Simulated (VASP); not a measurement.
# GaSb (F-43m): a series in a change of volume

How do the elastic response and the band edges of GaSb follow a change of volume?

Method: PBEsol; plane waves and PAW (Ga_d, Sb), in the first sound run; inputs show where later runs differ, in VASP 6.6.1.

### 1. Starting point

Symmetry: F-43m, No. 216, cubic system. Conventional cell: a = 6.096 Å, b = 6.096 Å, c = 6.096 Å, α = 90.00°, β = 90.00°, γ = 90.00°. Nearest to Ga lie 4 Sb at 2.64 Å. Sb has 4 Ga at 2.64 Å nearest. Farther neighbours are not listed.

As a file:

```cif
data_structure
_symmetry_space_group_name_H-M 'P 1'
_symmetry_Int_Tables_number 1
_cell_length_a 4.3105
_cell_length_b 4.3105
_cell_length_c 4.3105
_cell_angle_alpha 60.000
_cell_angle_beta 60.000
_cell_angle_gamma 60.000
_cell_volume 56.63
loop_
_atom_site_label
_atom_site_type_symbol
_atom_site_fract_x
_atom_site_fract_y
_atom_site_fract_z
_atom_site_occupancy
Ga1 Ga 0.00000 0.00000 0.00000 1
Sb2 Sb 0.25000 0.25000 0.25000 1
```

### 2. Relax the crystal, PBEsol

The series starts from the cell that this level prefers, so that zero strain is near zero stress.

Level: PBEsol; plane waves and PAW (Ga_d, Sb).

Contents of INCAR:

```
SYSTEM = GaSb
PREC = Accurate
ENCUT = 450
EDIFF = 1E-07
NELM = 120
ISMEAR = 0
SIGMA = 0.02
LREAL = .FALSE.
ALGO = Normal
GGA = PS
NBANDS = 15
LASPH = .TRUE.
LORBIT = 11
LWAVE = .FALSE.
LCHARG = .FALSE.
KPAR = 24
IBRION = 2
NSW = 40
ISIF = 3
EDIFFG = -0.005
POTIM = 0.4
```

Contents of POSCAR:

```
GaSb
1.0
    0.0000000000      3.0480000000      3.0480000000
    3.0480000000      0.0000000000      3.0480000000
    3.0480000000      3.0480000000      0.0000000000
Ga Sb
1 1
Direct
    0.0000000000      0.0000000000      0.0000000000
    0.2500000000      0.2500000000      0.2500000000
```

Contents of KPOINTS:

```
Automatic mesh
0
Gamma
9 9 9
0 0 0
```

The projector-augmented-wave data sets are Ga_d and Sb (PBE family, release 64).

Run with:

```sh
> mpirun -np 24 vasp_std
```

What it wrote:

```text
[banner, memory and clock lines left out]
running   24 mpi-ranks, on    1 nodes
[...]
|                                                                             |
|           W    W    AA    RRRRR   N    N  II  N    N   GGGG   !!!           |
|           W    W   A  A   R    R  NN   N  II  NN   N  G    G  !!!           |
|           W    W  A    A  R    R  N N  N  II  N N  N  G       !!!           |
|           W WW W  AAAAAA  RRRRR   N  N N  II  N  N N  G  GGG   !            |
|           WW  WW  A    A  R   R   N   NN  II  N   NN  G    G                |
|           W    W  A    A  R    R  N    N  II  N    N   GGGG   !!!           |
|                                                                             |
|     For optimal performance we recommend to set                             |
|       NCORE = 2 up to number-of-cores-per-socket                            |
|     NCORE specifies how many cores store one orbital (NPAR=cpu/NCORE).      |
|     This setting can greatly improve the performance of VASP for DFT.       |
[...]
DAV:  13    -0.815028012927E+01    0.19846E-07   -0.42436E-08   910   0.145E-03
   1 F= -.81502801E+01 E0= -.81502785E+01  d E =-.815028E+01
[...]
N       E                     dE             d eps       ncg     rms          rms(c)
DAV:   1    -0.816106315579E+01   -0.10783E-01   -0.13185E-01  1316   0.603E+00    0.575E-01
DAV:   2    -0.815304126696E+01    0.80219E-02   -0.14385E-02  1295   0.220E+00    0.264E-01
DAV:   3    -0.815105582164E+01    0.19854E-02   -0.21951E-03  1330   0.753E-01    0.596E-02
DAV:   4    -0.815084330776E+01    0.21251E-03   -0.23662E-04  1220   0.204E-01    0.201E-02
DAV:   5    -0.815082408166E+01    0.19226E-04   -0.14867E-05  1317   0.457E-02    0.562E-03
DAV:   6    -0.815082352596E+01    0.55570E-06   -0.22602E-06  1323   0.248E-02    0.246E-03
DAV:   7    -0.815082362907E+01   -0.10311E-06   -0.24118E-07  1134   0.556E-03    0.107E-03
DAV:   8    -0.815082367719E+01   -0.48122E-07   -0.26030E-08   721   0.125E-03
   2 F= -.81508237E+01 E0= -.81508002E+01  d E =-.543548E-03
 trial-energy change:   -0.000544  1 .order   -0.000568   -0.001140    0.000003
 step:   0.9969(harm=  0.9973)  dis= 0.00000  next Energy=    -8.150824 (dE=-0.544E-03)
 reached required accuracy - stopping structural energy minimisation
```

Run time: 12 s. Hardware: 24 MPI ranks of AMD EPYC 7R43, shared host; peak memory 4.2 GiB; 4 min of CPU time.

The logs omit lines about the potential files and the build; timing stands in the text.

Parts of OUTCAR (step 2):

```text
  Total       -0.0003826     -0.0003826     -0.0003826     -0.0000000      0.0000000     -0.0000000
  in kB       -0.0107373     -0.0107373     -0.0107373     -0.0000000      0.0000000     -0.0000000
  external PRESSURE =      -0.0107373 kB  Pullay stress =       0.0000000 kB

 POSITION                                       TOTAL-FORCE (eV/Angst)
 -----------------------------------------------------------------------------------
      0.00000      0.00000      0.00000        -0.000000     -0.000000     -0.000000
      1.52813      1.52813      1.52813         0.000000      0.000000      0.000000
 -----------------------------------------------------------------------------------
    total drift:                                0.000000      0.000000      0.000000

  FREE ENERGIE OF THE ION-ELECTRON SYSTEM (eV)
  ---------------------------------------------------
  free  energy   TOTEN  =        -8.1508236772 eV

  energy  without entropy=       -8.1507766538  energy(sigma->0) =       -8.15080017

 reached required accuracy - stopping structural energy minimisation

[... 3 further parts left out ...]
[key lines of the parts left out:]
E-fermi :   4.7709
```

Read from the output:

| Quantity | Value |
| --- | --- |
| energy(sigma→0) of the program | -8.1508 eV |
| stress, compression positive | xx, yy, zz 0.00, 0.00, 0.00 GPa |
| volume | 57.095 Å³ |
| ionic steps | 2 |

### 3. Relax at fixed volume, PBEsol

One member in full: the volume is scaled by 1.06, and the cell is held.

Level: PBEsol; plane waves and PAW (Ga_d, Sb).

INCAR: that of step 2 with these lines changed.

```diff
@@ -15,7 +15,8 @@
 LCHARG = .FALSE.
-KPAR = 24
+KPAR = 6
 IBRION = 2
 NSW = 40
-ISIF = 3
-EDIFFG = -0.005
+ISIF = 2
+EDIFFG = -0.004
 POTIM = 0.4
+MAXMIX = 40
```

Contents of POSCAR:

```
GaSb
1.0
    0.0000000000      3.1161943293      3.1161943293
    3.1161943293      0.0000000000      3.1161943293
    3.1161943293      3.1161943293      0.0000000000
Ga Sb
1 1
Direct
    0.0000000000      0.0000000000      0.0000000000
    0.2500000000      0.2500000000      0.2500000000
```

KPOINTS is that of step 2.

Run with:

```sh
> mpirun -np 6 vasp_std
```

What it wrote:

```text
[banner, memory and clock lines left out]
running    6 mpi-ranks, on    1 nodes
[...]
[... a notice as in an earlier step ...]

 [... a notice as in an earlier step ...]

 LDA part: xc-table for (Slater+PW92), standard interpolation
 POSCAR, INCAR and KPOINTS ok, starting setup
[...]
entering main loop
       N       E                     dE             d eps       ncg     rms          rms(c)
DAV:   1     0.740825419797E+02    0.74083E+02   -0.80828E+03  1081   0.131E+03
DAV:   2    -0.269522120270E+01   -0.76778E+02   -0.73994E+02  1183   0.277E+02
DAV:   3    -0.811960588351E+01   -0.54244E+01   -0.53981E+01  1295   0.640E+01
DAV:   4    -0.820898201593E+01   -0.89376E-01   -0.89364E-01  1250   0.902E+00
[...]
DAV:  11    -0.812287858061E+01   -0.86674E-05   -0.10807E-05  1176   0.219E-02    0.429E-03
DAV:  12    -0.812287888632E+01   -0.30571E-06   -0.67952E-07  1386   0.813E-03    0.613E-04
DAV:  13    -0.812287882583E+01    0.60496E-07   -0.26397E-08   931   0.137E-03
   1 F= -.81228788E+01 E0= -.81228577E+01  d E =-.812288E+01
[...]
reached required accuracy - stopping structural energy minimisation
```

Elapsed: 9.2 s, on 6 MPI ranks; peak memory 0.9 GiB.

Parts of OUTCAR (step 3):

```text
  Total       -0.9924824     -0.9924824     -0.9924824      0.0000000     -0.0000000     -0.0000000
  in kB      -26.2742183    -26.2742183    -26.2742183      0.0000000     -0.0000000     -0.0000000
  external PRESSURE =     -26.2742183 kB  Pullay stress =       0.0000000 kB

 POSITION                                       TOTAL-FORCE (eV/Angst)
 -----------------------------------------------------------------------------------
      0.00000      0.00000      0.00000         0.000000      0.000000      0.000000
      1.55810      1.55810      1.55810        -0.000000     -0.000000     -0.000000
 -----------------------------------------------------------------------------------
    total drift:                               -0.000000     -0.000000     -0.000001

  FREE ENERGIE OF THE ION-ELECTRON SYSTEM (eV)
  ---------------------------------------------------
  free  energy   TOTEN  =        -8.1228788258 eV

  energy  without entropy=       -8.1228365042  energy(sigma->0) =       -8.12285767

[... 2 parts as in an earlier step ...]

[... 2 further parts left out ...]
[key lines of the parts left out:]
E-fermi :   4.1881
```

Numbers from this step:

| Quantity | Value |
| --- | --- |
| energy(sigma→0) of the program | -8.1229 eV |
| stress, compression positive | xx, yy, zz -2.63, -2.63, -2.63 GPa |
| ionic steps | 1 |

### 4. Band edges, HSE06 with spin-orbit coupling

Short lines in KPOINTS_OPT sample the zone centre, for masses, and the other valleys.

Level: HSE06, spin-orbit coupling; plane waves and PAW (Ga_d, Sb).

Contents of INCAR:

```
SYSTEM = GaSb
PREC = Accurate
ENCUT = 450
EDIFF = 1E-06
NELM = 100
ISMEAR = 0
SIGMA = 0.02
LREAL = .FALSE.
ALGO = Normal
LHFCALC = .TRUE.
AEXX = 0.25
GGA = PE
HFSCREEN = 0.2
LASPH = .TRUE.
LNONCOLLINEAR = .TRUE.
MAGMOM = 0 0 0 0 0 0
NBANDS = 28
GGA_COMPAT = .FALSE.
LSORBIT = .TRUE.
PRECFOCK = Fast
LWAVE = .FALSE.
LCHARG = .FALSE.
KPAR = 6
```

POSCAR is that of step 3.

Contents of KPOINTS:

```
Automatic mesh
0
Gamma
4 4 4
0 0 0
```

Contents of KPOINTS_OPT:

```
Line mode
6
Line-mode
Reciprocal
  0.00000000   0.00000000   0.00000000
  0.02479789   0.02479789   0.00000000

  0.00000000   0.00000000   0.00000000
  0.00000000  -0.02479789  -0.02479789

  0.31000000   0.31000000   0.00000000
  0.50000000   0.50000000   0.00000000

  0.00000000   0.31000000   0.31000000
  0.00000000   0.50000000   0.50000000

  0.45000000   0.45000000   0.45000000
  0.50000000   0.50000000   0.50000000

  0.45000000   0.00000000   0.00000000
  0.50000000   0.00000000   0.00000000

  0.42500000   0.42500000   0.00000000
  0.42500000   0.44979789   0.02479789

  0.50000000   0.50000000   0.50000000
  0.48246525   0.51753475   0.50000000
```

Run with:

```sh
> mpirun -np 6 vasp_ncl
```

What it wrote:

```text
[banner, memory and clock lines left out]
running    6 mpi-ranks, on    1 nodes
[...]
[... a notice as in an earlier step ...]

 LDA part: xc-table for (Slater+PW92), standard interpolation
 found WAVECAR, reading the header
 POSCAR, INCAR and KPOINTS ok, starting setup
[...]
reading WAVECAR
 the WAVECAR file was read successfully
 initial charge from wavefunction
 entering main loop
       N       E                     dE             d eps       ncg     rms          rms(c)
DAV:   1    -0.883955504418E+01   -0.88396E+01   -0.24098E+00   776   0.184E+01    0.178E+01
DAV:   2    -0.885023312362E+01   -0.10678E-01   -0.97170E-02   708   0.388E+00    0.117E+01
DAV:   3    -0.884780482685E+01    0.24283E-02   -0.10218E-02   772   0.134E+00    0.731E+00
DAV:   4    -0.884682963805E+01    0.97519E-03   -0.13486E-03   648   0.407E-01    0.440E+00
[...]
DAV:  13    -0.884661793610E+01   -0.17376E-05   -0.92957E-08   336   0.289E-03    0.404E-02
DAV:  14    -0.884661912363E+01   -0.11875E-05   -0.53994E-08   316   0.235E-03    0.235E-02
DAV:  15    -0.884661967735E+01   -0.55372E-06   -0.29156E-08   292   0.173E-03
   1 F= -.88466197E+01 E0= -.88466197E+01  d E =-.214491E-11  mag=    -0.0000    -0.0000    -0.0000
 Start KPOINTS_OPT (optional k-point list driver)
k-point batch [1-10\48]
       N       E                     dE             ncg
DAV:   1     0.161447439091E+03    0.46517E+02      600
DAV:   2    -0.110731593037E+04   -0.12688E+04      576
DAV:   3    -0.128460612813E+04   -0.17729E+03      692
DAV:   4    -0.129769812884E+04   -0.13092E+02      612
DAV:   5    -0.129803400367E+04   -0.33587E+00      740
DAV:   6    -0.129804266205E+04   -0.86584E-02      752
DAV:   7    -0.129804281858E+04   -0.15653E-03      716
DAV:   8    -0.129804282283E+04   -0.42515E-05      600
DAV:   9    -0.129804282301E+04   -0.18067E-06      332
[...]
k-point batch [41-48\48]
       N       E                     dE             ncg
DAV:   1     0.886892832087E+03   -0.36149E+04      464
DAV:   2    -0.121391482635E+03   -0.10083E+04      476
DAV:   3    -0.246608268657E+03   -0.12522E+03      508
DAV:   4    -0.251486054197E+03   -0.48778E+01      520
DAV:   5    -0.251616724823E+03   -0.13067E+00      656
DAV:   6    -0.251620336277E+03   -0.36115E-02      600
DAV:   7    -0.251620417416E+03   -0.81139E-04      676
DAV:   8    -0.251620419244E+03   -0.18284E-05      516
DAV:   9    -0.251620419322E+03   -0.77405E-07      348
```

Wall time 25 min (6 MPI ranks); peak memory 2.2 GiB; 2.5 h of CPU time.

OUTCAR, selected parts (step 4):

```text
  LATTYP: Found a face centered cubic cell.
 ALAT       =     6.2323886586

 Subroutine GETGRP returns: Found 24 space group operations
 (whereof 24 operations were pure point group operations)

The static configuration has the point symmetry T_d .

 Found     10 irreducible k-points:

   k-points           NKPTS =     10   k-points in BZ     NKDIM =     64   number of bands    NBANDS=     28

   dimension x,y,z NGX =    30 NGY =   30 NGZ =   30
   dimension x,y,z NGXF=    60 NGYF=   60 NGZF=   60

   ENCUT  =  450.0 eV  33.07 Ry    5.75 a.u.   7.62  7.62  7.62*2*pi/ulx,y,z

   NELECT =      18.0000    total number of electrons

  exchange ACFDT corr.  =         0.00000000  see jH, gK, PRB 81, 115126

 E-fermi :   4.3075

 k-point     1 :       0.0000    0.0000    0.0000
  band No.  band energies     occupation
    ...
     14       3.4643      1.00000
     15       4.1472      1.00000
     16       4.1472      1.00000
     17       4.1472      1.00000
     18       4.1472      1.00000
     19       4.3929      0.00000
     20       4.3929      0.00000
     21       7.3030      0.00000
     22       7.3030      0.00000
     23       7.5068      0.00000
    ...

 k-point     2 :       0.2500    0.0000    0.0000
  band No.  band energies     occupation
    ...
     14      -0.2202      1.00000
     15       3.0310      1.00000
     16       3.0310      1.00000
     17       3.4436      1.00000
     18       3.4441      1.00000
     19       5.3097      0.00000
     20       5.3097      0.00000
     21       8.2248      0.00000
     22       8.2248      0.00000
     23       8.3694      0.00000
    ...

 POSITION                                       TOTAL-FORCE (eV/Angst)
 -----------------------------------------------------------------------------------
      0.00000      0.00000      0.00000         0.000000      0.000000      0.000000
      1.55810      1.55810      1.55810        -0.000000     -0.000000     -0.000000
 -----------------------------------------------------------------------------------
    total drift:                                0.000003     -0.000001     -0.000002

  FREE ENERGIE OF THE ION-ELECTRON SYSTEM (eV)
  ---------------------------------------------------
  free  energy   TOTEN  =        -8.8466196774 eV

  energy  without entropy=       -8.8466196773  energy(sigma->0) =       -8.84661968

 Spin-Orbit-Coupling matrix elements
 Ion:    1  E_soc:     -0.0099777
 Ion:    2  E_soc:     -0.1157203

[... 1 part as in an earlier step ...]

[... 7 further parts left out ...]
```

This run gave:

```
energy(sigma→0) of the program : -8.8466 eV
```

### 5. The whole series

Hybrid runs start from orbitals of a short PBEsol run, not shown.

The other members went through these steps as far as the tables show, with the same cutoff and, step by step, the same mesh; 19 runs are not shown. The session took 19 core hours (wall time by ranks) on a shared machine.

```
volume over the relaxed volume  volume (Å³/atom)  pressure (GPa)  energy above the unstrained row (meV/atom)
                         0.940            26.835           3.686                                      19.156
                         0.960            27.406           2.302                                       8.257
                         0.980            27.977           1.065                                       2.047
                             1            28.547          -0.002                                       0.000
                         1.020            29.118          -0.965                                       1.491
                         1.040            29.689          -1.846                                       6.299
                         1.060            30.260          -2.627                                      14.071
```

A cubic of the pressure in ln(V/V₀) through all rows has the slope −B at V₀: B = 51 GPa, and its curvature gives B′ = 4.8.

Band edges at HSE06 with spin-orbit coupling, counted from the valence-band top at Γ, spin-orbit pairs averaged, with one row partly withheld:

```
volume over the relaxed volume  gap (eV)  conduction band at Γ (eV)  Δ or X valley along z (eV)  lowest conduction level at L, [111] (eV)  second valence level below the top (eV)  third valence level below the top (eV)
                         0.940     1.066                      1.236                       1.166                                     1.066                                    0.000                                   0.709
                         0.960     1.009                      1.058                       1.200                                     1.010                                    0.000                                   0.704
                         0.980         ?                          ?                       1.230                                     0.956                                    0.000                                   0.699
                             1     0.718                      0.718                       1.257                                     0.903                                    0.000                                   0.694
                         1.020     0.556                      0.556                       1.282                                     0.852                                    0.000                                   0.690
                         1.040     0.398                      0.398                       1.304                                     0.802                                    0.000                                   0.686
                         1.060     0.246                      0.246                       1.323                                     0.755                                    0.000                                   0.683
```

Conduction masses, in electron masses (the axis is [001]):

| volume over the relaxed volume | L [111] mass, longitudinal | L [111] mass, transverse along [1-10] |
| --- | --- | --- |
| 0.940 | 1.624 | 0.097 |
| 0.960 | 1.591 | 0.096 |
| 0.980 | 1.609 | 0.095 |
| 1 | 1.607 | 0.094 |
| 1.020 | 1.570 | 0.092 |
| 1.040 | 1.580 | 0.092 |
| 1.060 | 1.555 | 0.091 |

### 6. A fit to the known rows

The quantity to fit is the conduction level at Γ above the mean of the three top valence levels at HSE06 with spin-orbit coupling: 1.472, 1.293, 0.949, 0.786, 0.627, 0.473 eV in the rows shown.

Fitting a parabola to the 6 known rows (u: logarithm of the volume ratio) gives E = 2.348 u² − 8.308 u + 0.9494 in eV; the residuals are 6.4e-5 eV r.m.s.

For the withheld row, u = -0.02020, the fit gives 1.1182 eV.

### 7. The withheld row

The calculation gives 1.1183 eV, so the prediction is 0.0001 eV too low.

### 8. Summary of results

```json
{
 "bulk modulus": "51 GPa",
 "gap of the unstrained cell, HSE06 with spin-orbit coupling": "0.72 eV",
 "dE/d ln V of the conduction level at Γ above the mean of the three top valence levels, HSE06 with spin-orbit coupling": "-8.31 eV",
 "error of the predicted row": "-0.1 meV"
}
```

**Reading.** At HSE06 with spin-orbit coupling the lowest conduction valley is in turn L, Γ from the first row to the last, and the gap runs between 0.25 and 1.07 eV. The gap at PBEsol is under 0.05 eV in some or all rows and is left out; the elastic columns come from such cells and can be uneven. Hole masses are left out throughout, since the top bands are degenerate or cross in many series; of conduction masses, those of the Γ, L and (for Si and Ge under (001) strain) Δ valleys are kept where they change by under an eighth between rows. HSE06 ran on a coarser mesh than the semilocal levels. Δ or X levels are the lowest on their line, refined by a parabola unless they lie at X; the gap is read from all points sampled and can differ from the lowest valley by some meV, or by tens of meV where strain moves the valence top off Γ. Temperature, zero-point motion and excitons are left out.

[Lines on the potential files, build, host, timing and source positions are cut from VASP's logs without a mark.]

[Logs are printed without paths, hosts, clocks, repeated set-up lines and the standing remarks that a program may print on its own settings, such as how far it seeks lower states.]

[Hosts, paths, dates, database ids (printed as entryN), source tags and the programs' standing remarks are cut or masked in the printed files.]

[In band tables of VASP the shares of atoms and orbitals are scaled to a sum of 1 inside the atoms' spheres.]
